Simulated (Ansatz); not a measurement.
# CdSe (F-43m) in Ansatz: equation of state

Aim: energy against volume of CdSe in PBEsol, for its equilibrium volume and stiffness.

Everything below comes from runs of Ansatz 0.2.0. Logs are shortened: lines on timing, memory, paths and dates and some standing lists are left out, and cuts for length are marked.

### Step 1. The structure

Symmetry: F-43m, No. 216, cubic system. Conventional cell: a = 6.141 Å, b = 6.141 Å, c = 6.141 Å, α = 90.00°, β = 90.00°, γ = 90.00°. Cd (site symmetry -43m) is surrounded by 4 Se at 2.66 Å. Around Se (site symmetry -43m) lie 4 Cd at 2.66 Å.

Measurements of this composition are mostly on another form, of space group No. 186.

### Step 2. Equation of state, PBEsol

Potentials or basis: all-electron LAPW, scalar-relativistic.

This step only gathers the single runs of the series.

What came out:

```
Equilibrium volume                      : 28.13 Å³/atom
Bulk modulus                            : 52 GPa
Pressure derivative of the bulk modulus : 4.7
```

Energy against volume, from the lowest point:
```csv
volume (Å³/atom),energy (meV/atom)
27.206,4.90
27.784,0.37
28.363,0.00
28.942,3.32
29.521,9.94
30.100,19.47
30.679,31.60
```
